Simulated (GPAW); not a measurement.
Input of a GPAW 26.7.0 run:

File run.py:

```python
from ase import Atoms
from ase.dft.bandgap import bandgap
from ase.io import write
from ase.units import GPa
from gpaw import GPAW, PW

atoms = Atoms(['Mo', 'Mo', 'Se', 'Se', 'Se', 'Se'],
              cell=[[3.288, 0.0, 0.0],
                    [-1.644, 2.8474915276, 0.0],
                    [0.0, 0.0, 12.9]],
              scaled_positions=[[0.6666666667, 0.3333333333, 0.75],
                                [0.3333333333, 0.6666666667, 0.25],
                                [0.6666666667, 0.3333333333, 0.375],
                                [0.3333333333, 0.6666666667, 0.875],
                                [0.6666666667, 0.3333333333, 0.125],
                                [0.3333333333, 0.6666666667, 0.625]],
              pbc=True)

calc = GPAW(mode=PW(450),
            xc='PBE',
            kpts={'size': (8, 8, 2), 'gamma': True},
            occupations={'name': 'fermi-dirac', 'width': 0.05},
            nbands=46,
            convergence={'density': 1e-05, 'energy': 1e-05},
            maxiter=80,
            txt='gpaw.txt')
atoms.calc = calc
energy = atoms.get_potential_energy()
forces = atoms.get_forces()
stress = atoms.get_stress()
calc.write('gs.gpw')
write('result.traj', atoms)
print(f'Energy: {energy:.6f} eV')
print('Forces (eV/A):')
print(forces.round(4))
print('Stress (GPa):', (stress / GPa).round(3))
print('Fermi level:', round(calc.get_fermi_level(), 4), 'eV')
print(f'Gap: {bandgap(calc)[0]:.4f} eV, direct: {bandgap(calc, direct=True)[0]:.4f} eV')
```

Potentials or basis: GPAW PAW data sets (gpaw-data 1.2.1), pw.

Launch:

```bash
$ OMP_NUM_THREADS=1 python run.py
```

Estimate the pressure.

7.7 GPa.

Predict the band gap on the k mesh.

0.93 eV, indirect (least direct gap 1.62 eV).

Forces on the atoms (eV/Å):
```
Mo   0.000  0.000  0.000
Mo   0.000  0.000  0.000
Se   0.000  0.000  1.099
Se   0.000  0.000  1.099
Se   0.000  0.000 -1.099
Se   0.000  0.000 -1.099
```

Caveat: the cutoff is short for stress and forces, so pressures can be off by a GPa or more; the cell's inner coordinates are idealised or old, which leaves forces on the atoms; this functional lacks dispersion, which binds the layers, so the pressure and a relaxed spacing across them are unreliable. A k mesh can miss the band edges.
